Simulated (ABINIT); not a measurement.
Runs of ABINIT 10.8.3 (patched build) on Ga. It takes space group C2/c (No. 15, monoclinic). Conventional cell: a = 2.766 Å, b = 8.053 Å, c = 3.332 Å, α = 90.00°, β = 92.02°, γ = 90.00°. Ga (site symmetry 2) is surrounded by 8 Ga at 2.69 to 2.92 Å. This isn't the form of Ga at room conditions, which is orthorhombic.

```csv
task,level,cell,k mesh,smearing,cutoff smearing ecutsm (Ha),optimiser,force threshold (eV/Å),dispersion computed by,mesh quality,gap on the mesh (eV),pressure (GPa),largest force (eV/Å)
single point,PBE,as given,10 × 10 × 8,methfessel-paxton 0.2 eV,-,-,-,-,not flagged,none,1.4,0.20
relaxation of cell and atoms,PBE+D4,relaxed,6 × 6 × 5,fermi-dirac 0.05 eV,0.5,BFGS,0.05,dftd4 4.3.1,coarse,none,-0.1,0.03
single point,PBE,as given,10 × 10 × 8,cold (ABINIT) 0.2 eV,-,-,-,-,not flagged,none,1.4,0.20
single point,PBE,as given,10 × 10 × 8,cold-b (ABINIT) 0.2 eV,-,-,-,-,not flagged,none,1.4,0.20
single point,PBE,as given,10 × 10 × 8,gaussian 0.2 eV,-,-,-,-,not flagged,none,1.5,(a)
```

Alike in all rows: potentials or basis JTH PAW PBE v2.0; no spin polarisation; cutoff (eV) 463.

Task: Estimate the missing entries.

Result: (a) 0.19.

Caveats: some runs use coarse meshes; pairwise dispersion overbinds metals, which lowers pressure and volume (some runs).

A k mesh can miss the band edges, and the runs leave out spin-orbit coupling on Ga.

A gap of «none» marks a metal or a gap under the smearing width.
